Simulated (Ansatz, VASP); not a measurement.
**One calculation of GaAs, two programs**

```xyz
2
Lattice="0.0000 2.8332 2.8332 2.8332 0.0000 2.8332 2.8332 2.8332 0.0000" Properties=species:S:1:pos:R:3 pbc="T T T"
Ga    0.0000    0.0000    0.0000
As    1.4166    1.4166    1.4166
```

Alike in both runs: task single point; functional r2SCAN; k mesh 8 × 8 × 8; occupations gaussian, width 0.02 eV; no spin polarisation.

```csv
,VASP,Ansatz
version,VASP 6.6.1,Ansatz 0.2.0
potentials or method,"VASP PAW PBE potentials, release 64 (Ga_d, As)","scalar-relativistic, plane waves, PAW"
plane-wave cutoff (eV),520,500
valence electrons in the cell,18,28
```

```tsv
	VASP	Ansatz	Ansatz less VASP
gap on the k mesh at the Fermi level (eV)	0.94	0.96	+0.019
least direct gap on the mesh (eV)	0.94	0.96	+0.019
pressure (GPa)	0.1	0.0	-0.12
```

The two sets of potentials don't hold the same shells in valence.

Caveats: the PAW data sets were made with another functional, which shifts forces and pressure a little (VASP). r2SCAN opens gaps a little over a GGA but as a rule still falls short of measured ones. A k mesh can miss the band edges.
